**Q:** I have a calculation for a slab of three SnS₂ layers, and I want to know where electrons would collect in the conduction band. How do I read it?

VASP 6.6.1, PBE with PAW potentials (Sn_d, S), without spin polarisation or spin-orbit coupling, for an unrelaxed (0 0 1) slab of three SnS₂ layers. The runs use a 900 eV cutoff, a 6×6×1 k mesh, Fermi-Dirac smearing of 0.05 eV and a dipole correction. Levels are counted from the highest filled level on the mesh, and the third component of every k point is 0.

```tsv
point a (reciprocal cell vector)	point b (reciprocal cell vector)	level point (row)	level under 2 (eV)	level under 1 (eV)	level over 1 (eV)	level over 2 (eV)
0.0000	0.0000	1	-0.123	-0.123	2.184	2.524
0.1667	0.0000	2	-0.039	0.000	2.915	2.959
0.3333	0.0000	3	-0.180	-0.121	2.009	2.110
0.5000	0.0000	4	-0.274	-0.209	1.509	1.632
0.1667	0.1667	5	-0.220	-0.043	2.833	2.910
0.3333	0.1667	6	-0.298	-0.259	2.414	2.487
0.3333	0.3333	7	-0.621	-0.390	2.729	2.741
```

**A:** Each row is one wavevector, given by point a and point b in units of the reciprocal cell vectors. Row 1 is Γ, where all cells are in phase; row 4 is M, the middle of a zone edge, and row 7 is K, a corner. Level over 1 and level over 2 are the two lowest empty levels, counted from the highest filled level on the mesh. Electrons would collect at M, where the lowest empty level is 1.509 eV. That is a PBE gap, which is usually too small, for layers that were cut from the crystal and not relaxed. Spin-orbit coupling is left out too, and could shift the filled levels a little.

**Q:** On the way from Γ to M the level first climbs to 2.915 eV and only then falls. Why is there a hill?

**A:** The lowest empty band of SnS₂ is built from Sn 5s, mixed out of phase with S 3p. The filled S 3p states lie below and push it up, and the push is stronger the closer they lie. So the question becomes how high the S 3p states are that Sn 5s can mix with at each wavevector.

**Q:** Couldn't the electron simply hop from one Sn atom to the next?

**A:** Hopping between nearest Sn atoms depends on the wavevector only through S1, the sum of the cosines of the phase steps along the three rows of atoms. M and row 6 have the same S1, −1. Yet their second empty levels are 1.632 and 2.487 eV, so this picture fails by most of an electronvolt.

I compare the second empty level because three layers give three copies of each band. The two outer layers are nearly alike here, since the forces on their atoms almost mirror each other, so the middle copy should stay close to the energy of a single outer layer. The lowest copy is shifted by contact between layers.

**Q:** What makes the S 3p states deep at M?

**A:** Around each S atom, the three Sn neighbours select a p orbital whose direction depends on their phases. The Sn–S–Sn angle is 91°, so the coupling between Sn 5s and S 3p hardly changes in strength with wavevector; the direction of the selected orbital does. At M the selected orbitals on neighbouring S atoms meet largely head-on and in a bonding sense, which puts them deep. At Γ they point out of the layer and bond sideways and across it, which also lowers them. At row 2, between these two patterns, less of the bonding survives, the p states lie higher, and the Sn level is pushed up: that is the hill.

**Q:** Can you put numbers on that?

**A:** Let S2 and S3 be the same cosine sums for second and third nearest Sn atoms in the same layer. Take all S–S contacts within a layer as equally long, leave out those between layers, and set the sideways hop to −1/4 of the head-on hop, a rough ratio. Adding up the hops gives the mean p energy, in units of the head-on hop:

p energy = −2.5 + (S1 + S2 − 5 × S3)/12

At M, S1 = S2 = −1 and S3 = 3, so the p energy is −2.5 − 17/12 = −3.92, the deepest of the seven.

The level in eV is then fitted as 3.879 + 0.550 × p energy + 0.136 × S1. The last term is there for S 3s, which pushes from further below and most strongly at Γ, and for the direct Sn–Sn hopping, which works the other way; the fit can't separate the two. For M this gives 3.879 − 2.155 − 0.136 = 1.59 eV, against 1.632 eV in the table.

**Q:** How far should I trust it?

**A:** As an account of the shape. Three constants were fitted to the second empty level in all seven rows, M included, and the typical miss is 0.14 eV, for levels that spread over 1.33 eV. It grows to 0.19 eV when each row is left out of the fit in turn. The run doesn't print which orbitals make up each level, so the cause is argued, not shown. Its size is fitted too: the 0.550 eV stands for the head-on hop times the share of S 3p in the level, and neither was computed on its own. The model reproduces the hill and the valley, but puts row 3, between them, 0.33 eV too high, and so above row 6 instead of below it. The model replaces several p states by one mean energy, which may be the reason, though I haven't tested that.

**Q:** The two empty levels are 0.340 eV apart at Γ and much closer elsewhere. Is that the contact between layers?

**A:** Most likely. At Γ, symmetry lets Sn 5s mix with only one of the three 3p orbitals of each S atom, the one that points straight out of the layer. Elsewhere in-plane p orbitals mix in, and they reach across less well. This lowers the first empty level at Γ and makes the hill beside it look steeper. But that can't be all. At row 2 the selected p orbitals still point mostly out of the layer, yet the splitting is only 0.044 eV, less than the 0.123 eV at M, where they lie mostly in the plane. The phases between S atoms of neighbouring layers may matter as well; I haven't tested that.

**Q:** What should I take from this when I set up a calculation of my own on such a slab?

**A:** Include M in the mesh. Read at Γ alone, the levels of this run would give a gap of 2.307 eV instead of 1.509 eV. Then refine the mesh around row 2, where the highest filled level lies: the true top may fall between mesh points, and the gap would then be smaller still.

The analysis program printed:

```
fit of layer on 7 rows: constant 2.451 +/- 0.19, coefficient of S1 0.1036 +/- 0.12; rms 0.407, worst 0.5 0.715, leave-one-out rms 0.569
fit of layer on 7 rows: constant 3.817 +/- 0.43, coefficient of ep 0.5114 +/- 0.16; rms 0.251, worst 0.0 -0.369, leave-one-out rms 0.362
fit of layer on 7 rows: constant 3.879 +/- 0.27, coefficient of ep 0.5501 +/- 0.1, coefficient of S1 0.1355 +/- 0.045; rms 0.138, worst 0.3333 0.325, leave-one-out rms 0.188
Model and levels:
     row         S1  p energy (sigma hops)  second empty level eV  model eV  model less level eV  empty-level splitting eV  direct gap eV
     0.0          3                  -3.25                  2.524     2.498             -0.02615                      0.34          2.307
  0.1667          2                 -2.291                  2.959      2.89             -0.06945                     0.044          2.915
  0.3333  0.0003628                 -2.625                   2.11     2.435               0.3253                     0.101           2.13
     0.5         -1                 -3.917                  1.632     1.589             -0.04289                     0.123          1.718
  0.1667     0.4993                 -1.917                   2.91     2.892             -0.01764                     0.077          2.876
  0.3333         -1                 -2.541                  2.487     2.346              -0.1414                     0.073          2.673
  0.3333       -1.5                  -1.75                  2.741     2.713             -0.02784                     0.012          3.119
Gap on the mesh, eV: 1.509
Spread of the lowest empty level, eV: 1.406
Spread of the highest filled level, eV: 0.39
Second empty level, point 6 less M (equal S1), eV: 0.855
Rise of lowest empty level from Gamma to point 2, eV: 0.731
Rise of second empty level from Gamma to point 2, eV: 0.435
Sn-S-Sn angle, degrees: 91
Spread of squared s-p coupling over the points, percent of mean: 5.238
```
